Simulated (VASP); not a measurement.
All values below come from LDA (Ceperley-Alder, Perdew-Zunger), VASP's LDA PAW potentials (set 64) (plane waves; VASP 6.6.1).

VASP input:

File KPOINTS:
```
Regular mesh
0
gamma
  6 6 6
```

POSCAR:
```
CsCl
1
    4.1200000000     0.0000000000     0.0000000000
    0.0000000000     4.1200000000     0.0000000000
    0.0000000000     0.0000000000     4.1200000000
Cs Cl
1 1
Direct
  0.0000000000   0.0000000000   0.0000000000
  0.5000000000   0.5000000000   0.5000000000
```

**INCAR**
```
LMAXMIX = 4   # l cut-off of mixed one-centre charges
NELM = 100   # most electronic steps
EDIFF = 1E-6   # SCF stop (eV)
ISIF = 3
ALGO = Normal
LWAVE = .FALSE.
NSW = 60   # most ionic steps
LCHARG = .FALSE.
EDIFFG = -0.01   # ionic stop
LREAL = .FALSE.
LASPH = .TRUE.   # aspherical one-centre terms
ISMEAR = 0
PREC = Accurate
IBRION = 2   # conjugate gradients
SIGMA = 0.05
SYSTEM = CsCl
ENCUT = 400
```

POTCAR, in this order: Cs_sv Cl (LDA.64 set). Program: vasp_std.

Output of the run:

**OUTCAR**
```
 ion  position               nearest neighbor table
   1  0.000  0.000  0.000-
   2  0.500  0.500  0.500-
  LATTYP: Found a simple cubic cell.
 ALAT       =     4.1200000000
 Subroutine PRICEL returns:
 Original cell was already a primitive cell.
 Subroutine GETGRP returns: Found 48 space group operations
The static configuration has the point symmetry O_h .
The dynamic configuration has the point symmetry O_h .
 Subroutine INISYM returns: Found 48 space group operations
 Subroutine IBZKPT returns following result:
 Found     20 irreducible k-points:

 Following reciprocal coordinates:
            Coordinates               Weight
  0.000000  0.000000  0.000000      1.000000
  0.166667  0.000000  0.000000      6.000000
  0.333333  0.000000  0.000000      6.000000
  0.500000  0.000000  0.000000      3.000000
  0.166667  0.166667  0.000000     12.000000
  0.333333  0.166667  0.000000     24.000000
  0.500000  0.166667  0.000000     12.000000
  0.333333  0.333333  0.000000     12.000000
  0.500000  0.333333  0.000000     12.000000
  0.500000  0.500000  0.000000      3.000000
  0.166667  0.166667  0.166667      8.000000
  0.333333  0.166667  0.166667     24.000000
  0.500000  0.166667  0.166667     12.000000
  0.333333  0.333333  0.166667     24.000000
  0.500000  0.333333  0.166667     24.000000
  0.500000  0.500000  0.166667      6.000000
  0.333333  0.333333  0.333333      8.000000
  0.500000  0.333333  0.333333     12.000000
  0.500000  0.500000  0.333333      6.000000
  0.500000  0.500000  0.500000      1.000000
   k-points           NKPTS =     20   k-points in BZ     NKDIM =     20   number of bands    NBANDS=     12
   number of dos      NEDOS =    301   number of ions     NIONS =      2
   total plane-waves  NPLWV =  21952
   dimension x,y,z NGX =    28 NGY =   28 NGZ =   28
   dimension x,y,z NGXF=    56 NGYF=   56 NGZF=   56
   ions per type =               1   1
   PREC   = accura    normal or accurate (medium, high low for compatibility)
   ISTART =      0    job   : 0-new  1-cont  2-samecut
   ICHARG =      2    charge: 1-file 2-atom 10-const
   ISPIN  =      1    spin polarized calculation?
   LNONCOLLINEAR =      F non collinear calculations
   LSORBIT =      F    spin-orbit coupling
   INIWAV =      1    electr: 0-lowe 1-rand  2-diag
   ENCUT  =  400.0 eV  29.40 Ry    5.42 a.u.   6.72  6.72  6.72*2*pi/ulx,y,z
   NELM   =    100;   NELMIN=  2; NELMDL= -5     # of ELM steps
   EDIFF  = 0.1E-05   stopping-criterion for ELM
   LREAL  =      F    real-space projection
   NLSPLINE    = F    spline interpolate recip. space projectors
   LMAXMIX     =    4 max onsite mixed and CHGCAR
   VOSKOWN=      0    Vosko Wilk Nusair interpolation
   EDIFFG = -.1E-01   stopping-criterion for IOM
   NSW    =     60    number of steps for IOM
   NBLOCK =      1;   KBLOCK =     60    inner block; outer block
   IBRION =      2    ionic relax: 0-MD 1-quasi-New 2-CG
   NFREE  =      1    steps in history (QN), initial steepest desc. (CG)
   ISIF   =      3    stress and relaxation
   ISYM   =      2    0-nonsym 1-usesym 2-fastsym
   TEIN   =    0.0    initial temperature
   TEBEG  =    0.0;   TEEND  =   0.0 temperature during run
   SMASS  =  -3.00    Nose mass-parameter (am)
   PSTRESS=    0.0 pullay stress
   NELECT =      16.0000    total number of electrons
   EFERMI =   0.00;   METHOD = LEGACY
   ISMEAR =     0;   SIGMA  =   0.05  broadening in eV -4-tet -1-fermi 0-gaus
   IALGO  =     38    algorithm
   LDIAG  =      T    sub-space diagonalisation (order eigenvalues)
   IMIX   =      4    mixing-type and parameters
     AMIX     =   0.40;   BMIX     =  1.00
     AMIX_MAG =   1.60;   BMIX_MAG =  1.00
...
```

OSZICAR:
```
       N       E                     dE             d eps       ncg     rms          rms(c)
DAV:   1     0.845730554008E+02    0.84573E+02   -0.60883E+03   480   0.945E+02
DAV:   2    -0.198087946458E+01   -0.86554E+02   -0.81696E+02   764   0.172E+02
DAV:   3    -0.759895397897E+01   -0.56181E+01   -0.55997E+01   616   0.496E+01
DAV:   4    -0.765644649564E+01   -0.57493E-01   -0.57483E-01   548   0.623E+00
DAV:   5    -0.765727963050E+01   -0.83313E-03   -0.83308E-03   608   0.729E-01    0.218E+00
DAV:   6    -0.731702959607E+01    0.34025E+00   -0.58930E-01   528   0.439E+00    0.165E+00
DAV:   7    -0.726885100376E+01    0.48179E-01   -0.14665E-01   668   0.215E+00    0.893E-01
DAV:   8    -0.726164455584E+01    0.72064E-02   -0.11080E-02   564   0.754E-01    0.123E-01
DAV:   9    -0.726118764668E+01    0.45691E-03   -0.17025E-03   696   0.256E-01    0.107E-01
DAV:  10    -0.726120136335E+01   -0.13717E-04   -0.16711E-04   552   0.935E-02    0.116E-02
DAV:  11    -0.726120399665E+01   -0.26333E-05   -0.67688E-06   580   0.207E-02    0.376E-03
DAV:  12    -0.726120395403E+01    0.42615E-07   -0.32078E-06   548   0.108E-02
   1 F= -.72612040E+01 E0= -.72612040E+01  d E =-.726120E+01
       N       E                     dE             d eps       ncg     rms          rms(c)
DAV:   1    -0.772426539829E+01   -0.46306E+00   -0.79450E+00   480   0.196E+01    0.355E+00
DAV:   2    -0.736846293618E+01    0.35580E+00   -0.65981E-01   492   0.495E+00    0.116E+00
DAV:   3    -0.730831965683E+01    0.60143E-01   -0.15871E-01   484   0.249E+00    0.637E-01
DAV:   4    -0.730320696784E+01    0.51127E-02   -0.12363E-02   524   0.735E-01    0.171E-01
DAV:   5    -0.730300572640E+01    0.20124E-03   -0.81307E-04   528   0.199E-01    0.833E-02
DAV:   6    -0.730298339684E+01    0.22330E-04   -0.58912E-05   532   0.552E-02    0.191E-02
DAV:   7    -0.730298236516E+01    0.10317E-05   -0.66075E-06   556   0.163E-02    0.710E-03
DAV:   8    -0.730298210703E+01    0.25813E-06   -0.31946E-07   288   0.500E-03
   2 F= -.73029821E+01 E0= -.73029821E+01  d E =-.417782E-01
       N       E                     dE             d eps       ncg     rms          rms(c)
DAV:   1    -0.747625635544E+01   -0.17327E+00   -0.31123E+00   480   0.123E+01    0.220E+00
DAV:   2    -0.733799450455E+01    0.13826E+00   -0.25154E-01   496   0.309E+00    0.729E-01
DAV:   3    -0.731380595829E+01    0.24189E-01   -0.64533E-02   488   0.159E+00    0.390E-01
DAV:   4    -0.731192200386E+01    0.18840E-02   -0.46235E-03   508   0.458E-01    0.105E-01
DAV:   5    -0.731184603665E+01    0.75967E-04   -0.33293E-04   528   0.128E-01    0.522E-02
DAV:   6    -0.731183665881E+01    0.93778E-05   -0.23912E-05   532   0.351E-02    0.136E-02
DAV:   7    -0.731183628227E+01    0.37654E-06   -0.26283E-06   504   0.105E-02
   3 F= -.73118363E+01 E0= -.73118363E+01  d E =-.506323E-01
       N       E                     dE             d eps       ncg     rms          rms(c)
DAV:   1    -0.731283991280E+01   -0.10033E-02   -0.18131E-02   488   0.925E-01    0.165E-01
DAV:   2    -0.731203428379E+01    0.80563E-03   -0.14680E-03   492   0.237E-01    0.554E-02
DAV:   3    -0.731189147143E+01    0.14281E-03   -0.37750E-04   492   0.122E-01    0.287E-02
DAV:   4    -0.731188079814E+01    0.10673E-04   -0.26341E-05   500   0.346E-02    0.782E-03
DAV:   5    -0.731188036278E+01    0.43536E-06   -0.17599E-06   316   0.966E-03
   4 F= -.73118804E+01 E0= -.73118804E+01  d E =-.506764E-01
```

**OUTCAR**
```
------------------------ aborting loop because EDIFF is reached ----------------------------------------
  FORCE on cell =-STRESS in cart. coord.  units (eV):
  Direction    XX          YY          ZZ          XY          YZ          ZX
  --------------------------------------------------------------------------------------
  Total        0.0047138      0.0047138      0.0047138      0.0000000     -0.0000000      0.0000000
  in kB        0.1203490      0.1203490      0.1203490      0.0000000     -0.0000000      0.0000000
  external PRESSURE =       0.1203490 kB  Pullay stress =       0.0000000 kB
  volume of cell :       62.75
      direct lattice vectors                 reciprocal lattice vectors
     3.973875475  0.000000000 -0.000000000     0.251643517  0.000000000  0.000000000
    -0.000000000  3.973875475  0.000000000    -0.000000000  0.251643517 -0.000000000
    -0.000000000  0.000000000  3.973875475     0.000000000  0.000000000  0.251643517
 POSITION                                       TOTAL-FORCE (eV/Angst)
 -----------------------------------------------------------------------------------
      0.00000      0.00000      0.00000         0.000000      0.000000      0.000000
      1.98694      1.98694      1.98694        -0.000000      0.000000      0.000000
 -----------------------------------------------------------------------------------
    total drift:                                0.000000      0.000000      0.000000
  FREE ENERGIE OF THE ION-ELECTRON SYSTEM (eV)
  ---------------------------------------------------
  free  energy   TOTEN  =        -7.3118803628 eV

  energy  without entropy=       -7.3118803628  energy(sigma->0) =       -7.31188036

 reached required accuracy - stopping structural energy minimisation
```
(Selected blocks of OUTCAR.)

File CONTCAR:
```
CsCl
   1.00000000000000
     3.9738754750858396    0.0000000000000000   -0.0000000000000000
    -0.0000000000000000    3.9738754750858396    0.0000000000000000
    -0.0000000000000000    0.0000000000000000    3.9738754750858396
  Cs              Cl
     1     1
Direct
     0.0000000000000000    0.0000000000000000    0.0000000000000000
     0.5000000000000000    0.5000000000000000    0.5000000000000000
```

Energy and stress use the plane-wave basis of the starting cell.

The compound is CsCl in the CsCl type structure. This run relaxes it. Symmetry was kept, so distortions that lower it aren't found.
